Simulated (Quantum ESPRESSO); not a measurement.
Runs of Quantum ESPRESSO 7.5 on Pd. The structure is cubic, space group Fm-3m (No. 225). Conventional cell: a = 3.893 Å, b = 3.893 Å, c = 3.893 Å, α = 90.00°, β = 90.00°, γ = 90.00°. Pd (site symmetry m-3m) is surrounded by 12 Pd at 2.75 Å. 

```tsv
task	level	potentials or basis	U	cell	k mesh	smearing	form of the LDA correlation	mixing beta	q mesh	iterations	k mesh for the Wannier functions	gap on the mesh (eV)	pressure (GPa)
phonon dispersion	LDA	GBRV 1.5 LDA	-	relaxed	12 × 12 × 12	cold 0.2 eV	PZ81	0.5	3 × 3 × 3	-	-	none	0.0
Wannier functions	LDA	GBRV 1.5 LDA	-	as given	9 × 9 × 9	fermi-dirac 0.05 eV	PZ81	0.5	-	0	7 × 7 × 7	none	-8.2
phonon dispersion	LDA	GBRV 1.5 LDA	-	relaxed	12 × 12 × 12	gaussian 0.272 eV	PZ81	0.5	2 × 2 × 2	-	-	none	0.0
Hubbard U by linear response	LDA+U	GBRV 1.5 LDA	Pd d U = 0.0001 eV	as given	10 × 10 × 10	gaussian 0.272 eV	PZ81	0.3	2 × 2 × 2	-	-	none	(a)
phonons and electron-phonon coupling	PBEsol	GBRV 1.5 PBEsol	-	relaxed	12 × 12 × 12	methfessel-paxton 0.272 eV	-	0.5	4 × 4 × 4	-	-	none	0.0
```

Alike in all rows: no spin polarisation; cutoff (eV) 612.

Q: Fill in the values left out.

A: (a) -7.6.

Caveats: the computed U isn't converged in cell size (some runs); U without spin polarisation on a metal has little footing (some runs); the U is typed as a test and isn't derived for this compound (some runs); λ from interpolated matrix elements is rough: modes that symmetry makes equal can differ by tens of percent (some runs).

A k mesh can miss the band edges, and the runs leave out spin-orbit coupling on Pd.

A gap of «none» marks a metal or a gap under the smearing width.

Runs at the PBE level aren't shown here.
